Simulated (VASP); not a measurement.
# CdTe (Pm-3m) in VASP: a series of runs

The runs below take CdTe through single point, with PBE.

Everything below comes from runs of VASP 6.6.1. Logs are shortened: lines on timing, memory, paths and dates and some standing lists are left out, and cuts for length are marked.

**1. The structure**

The structure is cubic, space group Pm-3m (No. 221). The conventional cell has a = 3.761 Å, b = 3.761 Å, c = 3.761 Å, α = 90.00°, β = 90.00°, γ = 90.00°. Cd (site symmetry m-3m) has 8 Te at 3.26 Å as nearest neighbours. Around Te (site symmetry m-3m) lie 8 Cd at 3.26 Å.

The cell was built by a generator and needn't be a form met in nature.

**2. Single point, PBE**

INCAR

```
SYSTEM = CdTe
ALGO     = Fast           ! electronic algorithm
EDIFF    = 1E-7           ! SCF threshold, eV
ENCUT    = 520            ! plane-wave cutoff, eV
GGA      = PE             ! functional
ISIF     = 2              ! what is computed and relaxed
ISMEAR   = -1             ! smearing method
LASPH    = .True.         ! aspherical terms in the spheres
LCHARG   = .True.         ! write CHGCAR
LELF     = .True.         ! ELF
LREAL    = .False.        ! projectors in reciprocal space
LVHAR    = .True.       
LWAVE    = .False.        ! write WAVECAR
NBANDS   = 16             ! bands
NELM     = 100            ! most SCF steps
PREC     = Accurate       ! precision mode
SIGMA    = 0.02           ! smearing width, eV
```

KPOINTS

```
k-points
0
Gamma
  6 6 6
  0 0 0
```

POSCAR

```
CdTe
1.0
    3.7610754505      0.0000000000      0.0000000000
    0.0000000000      3.7610754505      0.0000000000
    0.0000000000      0.0000000000      3.7610754505
Cd Te
1 1
Direct
    0.0000000000      0.0000000000      0.0000000000
    0.5000000000      0.5000000000      0.5000000000
```

Potentials or basis: VASP PAW PBE potentials, release 64 (Cd, Te).

Launch:

```sh
$ cat potpaw_PBE.64/Cd/POTCAR potpaw_PBE.64/Te/POTCAR > POTCAR
$ mpirun -np 1 vasp_std > vasp.out
```

OUTCAR:

```text
SYSTEM = CdTe
   EDIFF = 1E-7
   ENCUT = 520
   GGA = PE
   ISIF = 2
   ISMEAR = -1
   LASPH = .True.
   LREAL = .False.
   NELM = 100
   PREC = Accurate

 ion  position               nearest neighbor table
   1  0.000  0.000  0.000-   2 3.26   2 3.26   2 3.26   2 3.26   2 3.26   2 3.26   2 3.26   2 3.26

   2  0.500  0.500  0.500-   1 3.26   1 3.26   1 3.26   1 3.26   1 3.26   1 3.26   1 3.26   1 3.26

  LATTYP: Found a simple cubic cell.
 ALAT       =     3.7610754505

  Lattice vectors:

 A1 = (   3.7610754505,   0.0000000000,   0.0000000000)
 A2 = (   0.0000000000,   3.7610754505,   0.0000000000)
 A3 = (   0.0000000000,   0.0000000000,   3.7610754505)

Analysis of symmetry for initial positions (statically):
=====================================================================
 Subroutine PRICEL returns:
 Original cell was already a primitive cell.

 Routine SETGRP: Setting up the symmetry group for a
 simple cubic supercell.

 Subroutine GETGRP returns: Found 48 space group operations
 (whereof 48 operations were pure point group operations)
 out of a pool of 48 trial point group operations.

The static configuration has the point symmetry O_h .

Analysis of symmetry for dynamics (positions and initial velocities):
=====================================================================
 Subroutine PRICEL returns:
 Original cell was already a primitive cell.

 Routine SETGRP: Setting up the symmetry group for a
 simple cubic supercell.

 Subroutine GETGRP returns: Found 48 space group operations
 (whereof 48 operations were pure point group operations)
 out of a pool of 48 trial point group operations.

The dynamic configuration has the point symmetry O_h .

 Subroutine INISYM returns: Found 48 space group operations
 (whereof 48 operations are pure point group operations),
 and found     1 'primitive' translations

----------------------------------------------------------------------------------------

                                     Primitive cell

  volume of cell :      53.2030

  direct lattice vectors                    reciprocal lattice vectors
     3.761075450  0.000000000  0.000000000     0.265881398  0.000000000  0.000000000
     0.000000000  3.761075450  0.000000000     0.000000000  0.265881398  0.000000000
     0.000000000  0.000000000  3.761075450     0.000000000  0.000000000  0.265881398

  length of vectors
     3.761075450  3.761075450  3.761075450     0.265881398  0.265881398  0.265881398

  position of ions in fractional coordinates (direct lattice)
     0.000000000  0.000000000  0.000000000
     0.500000000  0.500000000  0.500000000

  ion indices of the primitive-cell ions
   primitive index   ion index
                 1           1
                 2           2

----------------------------------------------------------------------------------------

 KPOINTS: k-points

Automatic generation of k-mesh.
 Grid dimensions read from file:
 generate k-points for:    6    6    6

 Generating k-lattice:

  Cartesian coordinates                     Fractional coordinates (reciprocal lattice)
     0.044313566  0.000000000  0.000000000     0.166666667  0.000000000  0.000000000
     0.000000000  0.044313566  0.000000000     0.000000000  0.166666667  0.000000000
     0.000000000  0.000000000  0.044313566     0.000000000  0.000000000  0.166666667

  Length of vectors
     0.044313566  0.044313566  0.044313566

  Shift w.r.t. Gamma in fractional coordinates (k-lattice)
     0.000000000  0.000000000  0.000000000

 Subroutine IBZKPT returns following result:
 ===========================================

 Found     20 irreducible k-points:

 Following reciprocal coordinates:
            Coordinates               Weight
  0.000000  0.000000  0.000000      1.000000
  0.166667  0.000000  0.000000      6.000000
  0.333333  0.000000  0.000000      6.000000
  0.500000  0.000000  0.000000      3.000000
  0.166667  0.166667  0.000000     12.000000
  0.333333  0.166667  0.000000     24.000000
[... 12 lines left out ...]
  0.500000  0.500000  0.333333      6.000000
  0.500000  0.500000  0.500000      1.000000
   k-points           NKPTS =     20   k-points in BZ     NKDIM =     20   number of bands    NBANDS=     16
   number of dos      NEDOS =    301   number of ions     NIONS =      2
   total plane-waves  NPLWV =  21952
   dimension x,y,z NGX =    28 NGY =   28 NGZ =   28
   dimension x,y,z NGXF=    56 NGYF=   56 NGZF=   56
   ions per type =               1   1
   NGX,Y,Z   is equivalent  to a cutoff of  12.38, 12.38, 12.38 a.u.
   NGXF,Y,Z  is equivalent  to a cutoff of  24.75, 24.75, 24.75 a.u.
 SYSTEM =  CdTe
   PREC   = accura    normal or accurate (medium, high low for compatibility)
   ISTART =      0    job   : 0-new  1-cont  2-samecut
   ICHARG =      2    charge: 1-file 2-atom 10-const
   ISPIN  =      1    spin polarized calculation?
   LNONCOLLINEAR =      F non collinear calculations
   LSORBIT =      F    spin-orbit coupling
   LASPH  =      T    aspherical Exc in radial PAW
   ENCUT  =  520.0 eV  38.22 Ry    6.18 a.u.   6.99  6.99  6.99*2*pi/ulx,y,z
   NELM   =    100;   NELMIN=  2; NELMDL= -5     # of ELM steps
   EDIFF  = 0.1E-06   stopping-criterion for ELM
   LREAL  =      F    real-space projection
[... 7 lines left out ...]
   TEBEG  =    0.0;   TEEND  =   0.0 temperature during run
   PSTRESS=    0.0 pullay stress
   NELECT =      18.0000    total number of electrons
   NUPDOWN=      -1.0000    fix difference up-down
   EMIN   =  10.00;   EMAX   =-10.00  energy-range for DOS
   EFERMI =   0.00;   METHOD = LEGACY
   ISMEAR =    -1;   SIGMA  =   0.02  broadening in eV -4-tet -1-fermi 0-gaus
   EFERMI_NEDOS =   21; number of points for ismear=-14 and -15
   IALGO  =     68    algorithm
   IMIX   =      4    mixing-type and parameters
     AMIX     =   0.40;   BMIX     =  1.00
     AMIX_MAG =   1.60;   BMIX_MAG =  1.00
  volume/ion in A,a.u.               =      26.60       179.52
  Fermi-wavevector in a.u.,A,eV,Ry     =   1.140741  2.155687 17.705118  1.301289
  Thomas-Fermi vector in A             =   2.277442
   LORBIT       =      0    0 simple, 1 ext, 2 COOP (PROOUT), +10 PAW based schemes
   GGA     = PE    functional components
   LHFCALC =     F    Hartree Fock is set to
   AEXX    =    0.0000 exact exchange contribution
   IVDW    =     0    specifies the selected vdW correction
   LEPSILON=     F    determine dielectric tensor
   LRPA    =     F    only Hartree local field effects (RPA)
 non-spin polarized calculation
 RMM-DIIS sequential band-by-band and
  energy-cutoff  :      520.00
  volume of cell :       53.20
 maximum number of plane-waves:      1472
 NGX is ok and might be reduce to    28
   NGX = 13   NGY = 13   NGZ = 13

 number of electron      17.9999993 magnetization

 Free energy of the ion-electron system (eV)
  ---------------------------------------------------
  ext. energy  EPLUGINS =         0.00000000
  ---------------------------------------------------
  free energy    TOTEN  =        -3.77607827 eV

  energy without entropy =       -3.77375093  energy(sigma->0) =       -3.77491460

 E-fermi :   4.9781     XC(G=0): -10.1728

 val. band max:        4.8603777062   @ k =   0.3333   0.0000   0.0000
 cond. band min:       5.0046471284   @ k =   0.3333   0.1667   0.0000
 fundamental gap:      0.1442694222
 Fermi energy:         4.9781200696

 k-point     1 :       0.0000    0.0000    0.0000
  band No.  band energies     occupation
      1      -7.3813      2.00000
      2      -3.6087      2.00000
      3      -3.6087      2.00000
      4      -3.3368      2.00000
      5      -3.3368      2.00000
      6      -3.3368      2.00000
[... 8 lines left out ...]
     15      14.4554      0.00000
     16      17.7269      0.00000

 k-point     2 :       0.1667    0.0000    0.0000
  band No.  band energies     occupation
      1      -7.1805      2.00000
      2      -3.6012      2.00000
      3      -3.5649      2.00000
      4      -3.3757      2.00000
      5      -3.3757      2.00000
      6      -3.3346      2.00000
[... 8 lines left out ...]
     15      13.2865      0.00000
     16      16.4126      0.00000

 k-point     3 :       0.3333    0.0000    0.0000
  band No.  band energies     occupation
      1      -6.6903      2.00000
      2      -3.5862      2.00000
      3      -3.5016      2.00000
      4      -3.4507      2.00000
      5      -3.4507      2.00000
      6      -3.3303      2.00000
[... 8 lines left out ...]
     15      14.4791      0.00000
     16      15.3218      0.00000

 k-point     4 :       0.5000    0.0000    0.0000
  band No.  band energies     occupation
      1      -6.3716      2.00000
      2      -3.5786      2.00000
      3      -3.5037      2.00000
      4      -3.4870      2.00000
      5      -3.4870      2.00000
      6      -3.3281      2.00000
[... 8 lines left out ...]
     15      13.6374      0.00000
     16      18.0559      0.00000
[... 248 lines left out ...]
 k-point    18 :       0.5000    0.3333    0.3333
  band No.  band energies     occupation
      1      -5.5043      2.00000
      2      -3.6631      2.00000
      3      -3.6052      2.00000
      4      -3.3060      2.00000
      5      -3.2437      2.00000
      6      -3.2412      2.00000
[... 8 lines left out ...]
     15      17.1126      0.00000
     16      19.0203      0.00000

 k-point    19 :       0.5000    0.5000    0.3333
  band No.  band energies     occupation
      1      -5.2615      2.00000
      2      -3.6613      2.00000
      3      -3.6613      2.00000
      4      -3.4014      2.00000
      5      -3.2731      2.00000
      6      -3.2018      2.00000
[... 8 lines left out ...]
     15      19.9727      0.00000
     16      19.9727      0.00000

 k-point    20 :       0.5000    0.5000    0.5000
  band No.  band energies     occupation
      1      -4.8684      2.00000
      2      -3.7288      2.00000
      3      -3.7288      2.00000
      4      -3.7288      2.00000
      5      -3.2003      2.00000
      6      -3.2003      2.00000
[... 8 lines left out ...]
     15      21.2849      0.00000
     16      21.6715      0.00000

------------------------ aborting loop because EDIFF is reached ----------------------------------------

  FORCE on cell =-STRESS in cart. coord.  units (eV):
  Direction    XX          YY          ZZ          XY          YZ          ZX
  --------------------------------------------------------------------------------------
  -------------------------------------------------------------------------------------
  Total        0.2536938      0.2536938      0.2536938     -0.0000000     -0.0000000     -0.0000000
  in kB        7.6398411      7.6398411      7.6398411     -0.0000000     -0.0000000     -0.0000000
  external PRESSURE =       7.6398411 kB  Pullay stress =       0.0000000 kB

 VOLUME and BASIS-vectors are now :
 -----------------------------------------------------------------------------
  energy-cutoff  :      520.00
  volume of cell :       53.20
      direct lattice vectors                 reciprocal lattice vectors
     3.761075450  0.000000000  0.000000000     0.265881398  0.000000000  0.000000000
     0.000000000  3.761075450  0.000000000     0.000000000  0.265881398  0.000000000
     0.000000000  0.000000000  3.761075450     0.000000000  0.000000000  0.265881398

 POSITION                                       TOTAL-FORCE (eV/Angst)
 -----------------------------------------------------------------------------------
      0.00000      0.00000      0.00000         0.000000      0.000000      0.000000
      1.88054      1.88054      1.88054         0.000000      0.000000      0.000000
 -----------------------------------------------------------------------------------
    total drift:                               -0.000000      0.000000     -0.000000

  FREE ENERGIE OF THE ION-ELECTRON SYSTEM (eV)
  ---------------------------------------------------
  free  energy   TOTEN  =        -3.7760782734 eV

  energy  without entropy=       -3.7737509314  energy(sigma->0) =       -3.77491460
```

Wall time 8 s (1 thread of AMD EPYC 9R45 (Zen 5), shared host); peak memory 0.13 GiB.

Results:

```
Free energy            : -3.7761 eV
Pressure               : 0.8 GPa
Band gap on the k mesh : none (metal or under the smearing width)
```

Levels at points of the mesh, in eV from the Fermi level:
```
           k point  band 7  band 8  band 9  band 10  band 11  band 12
(0.00, 0.00, 0.00)   -1.15   -1.05   -1.05    -1.05     4.84     4.84
(0.50, 0.00, 0.00)   -6.01    0.31    0.31     2.82     3.42     5.34
(0.50, 0.50, 0.00)   -4.37   -4.37   -2.05     0.61     6.50     6.50
(0.50, 0.50, 0.50)   -2.34   -2.34   -2.34     0.38     0.86     0.86
```

The run has no spin-orbit coupling, so splittings on Te are missing.

**3. Single point, PBE**

INCAR

```
ALGO = Normal ; EDIFF = 1E-7
ENCUT = 520 ; GGA = PE
ISIF = 2 ; ISMEAR = -1
LASPH = T ; LCHARG = F
LREAL = F ; LWAVE = F
NBANDS = 16 ; NELM = 100
PREC = Accurate ; SIGMA = 0.02
```

KPOINTS

```
k-points
0
Gamma
  6 6 6
```

POSCAR is that of step 2.

Potentials or basis: VASP PAW PBE potentials, release 64 (Cd, Te).

Launch:

```sh
$ cat potpaw_PBE.64/Cd/POTCAR potpaw_PBE.64/Te/POTCAR > POTCAR
$ mpirun -np 1 vasp_std > vasp.out
```

It took 6.5 s on 1 thread of AMD EPYC 9R45 (Zen 5), shared host; peak memory 0.13 GiB.

The run converged. Its results:

* Free energy: -3.7761 eV
* Pressure: 0.8 GPa
* Band gap on the k mesh: none (metal or under the smearing width)

Levels at points of the mesh, in eV from the Fermi level:
| k point | band 6 | band 7 | band 8 | band 9 | band 10 | band 11 | band 12 | band 13 |
| --- | --- | --- | --- | --- | --- | --- | --- | --- |
| (0.00, 0.00, 0.00) | -8.31 | -1.15 | -1.05 | -1.05 | -1.05 | 4.84 | 4.84 | 9.48 |
| (0.50, 0.00, 0.00) | -8.31 | -6.01 | 0.31 | 0.31 | 2.82 | 3.42 | 5.34 | 5.34 |
| (0.50, 0.50, 0.00) | -7.91 | -4.37 | -4.37 | -2.05 | 0.61 | 6.50 | 6.50 | 7.19 |
| (0.50, 0.50, 0.50) | -8.18 | -2.34 | -2.34 | -2.34 | 0.38 | 0.86 | 0.86 | 0.86 |

The run has no spin-orbit coupling, so splittings on Te are missing.

(Continued in part 2 of 2.)
